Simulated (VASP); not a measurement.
Write the native input for VASP 6.6.1 that does the following.

```yaml
Task: single point
Functional: PBE
Potentials_or_basis: VASP PAW PBE potentials, release 64 (Mg)
Cutoff: 520 eV
k_mesh: 18 × 18 × 18
Occupations: gaussian, width 0.15 eV
Spin: no spin polarisation
Dipole_correction: no
Further_INCAR_settings: ALGO = Fast; EDIFF = 1e-06; NBANDS = 7
```

The structure of Mg lies in POSCAR:

```
Mg
1.0
   -1.7328772955      1.7727644967      1.7328772955
    1.8126516979     -1.7727644967      1.8126516979
    1.7328772955      1.7727644967     -1.7328772955
Mg
1
Direct
    0.0000000000      0.0000000000      0.0000000000
```

This isn't the form of Mg at room conditions, which is hcp.

The cell isn't the ideal one: strain +0.0450 x Voigt [0, 0, 0, 0, 1, 0], atoms carried along.

One way to write it, as run:

INCAR

```
PREC = Accurate ; ENCUT = 520
EDIFF = 1E-6 ; ISMEAR = 0
SIGMA = 0.15 ; LREAL = False
LASPH = True ; NELM = 100
ALGO = Fast ; ISIF = 2
LWAVE = False ; LCHARG = False
GGA = PE ; NBANDS = 7
```

KPOINTS

```
Automatic mesh
0
Gamma
  18 18 18
```

Potentials or basis: VASP PAW PBE potentials, release 64 (Mg).

Command:

```sh
$ cat potpaw_PBE.64/Mg/POTCAR > POTCAR
$ mpirun -np 1 vasp_std > vasp.out
```

It gave:

The pressure is 1.0 GPa and the band gap on the k mesh is none (metal or under the smearing width).

Run time: 40 s on 1 thread of AMD EPYC 9R45 96-Core Processor (Zen 5), on a shared host, peak memory 0.23 GiB.
